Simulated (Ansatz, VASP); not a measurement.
Two plane-wave programs on CoO

```
Co O
1.0
     3.44615    0.00000    0.00000
     0.00000    3.44615    0.00000
     0.00000    0.00000    4.29046
Co O
2 2
Direct
  0.00000 0.50000 0.00000
  0.50000 0.00000 0.50000
  0.00000 0.00000 0.25000
  0.00000 0.00000 0.75000
```

Measurements of this composition are mostly on another form, of space group No. 225.

Alike in both runs: task single point; functional PBE; k mesh 8 × 8 × 6; occupations fermi-dirac, width 0.05 eV; collinear spin.

|  | VASP | Ansatz |
| --- | --- | --- |
| version | VASP 6.6.1 | Ansatz 0.2.0 |
| potentials or method | VASP PAW PBE potentials, release 64 (Co, O) | Ansatz PAW |
| plane-wave cutoff (eV) | 520 | 420 |
| valence electrons in the cell | 30 | 46 |

|  | VASP | Ansatz | Ansatz less VASP |
| --- | --- | --- | --- |
| gap on the k mesh at the Fermi level (eV) | none | none | - |
| pressure (GPa) | -15.6 | -15.7 | -0.09 |
| largest component of the traceless stress (GPa) | 26.75 | 27.26 | +0.508 |
| net moment per atom (μB) | 0.83 | 0.83 | +0.003 |
| size of the moment on the site where the two differ most (μB) | 1.71 | 1.62 | -0.082 |

Site moments also hang on the region over which each program counts them. A gap of «none» marks a metal or a gap that the smearing closes. With one functional, cell and mesh, what is left measures potentials, basis and numerics. The two sets of potentials don't hold the same shells in valence.

Caveats: semilocal functionals often make such compounds metallic where correlation or magnetic order opens a gap, which also shifts bond lengths; so large a pressure means that the cell lies far from this level's equilibrium, or that cutoff or potentials fall short (VASP); the pressure holds a Pulay correction of +0.6 GPa for the finite cutoff (Ansatz).
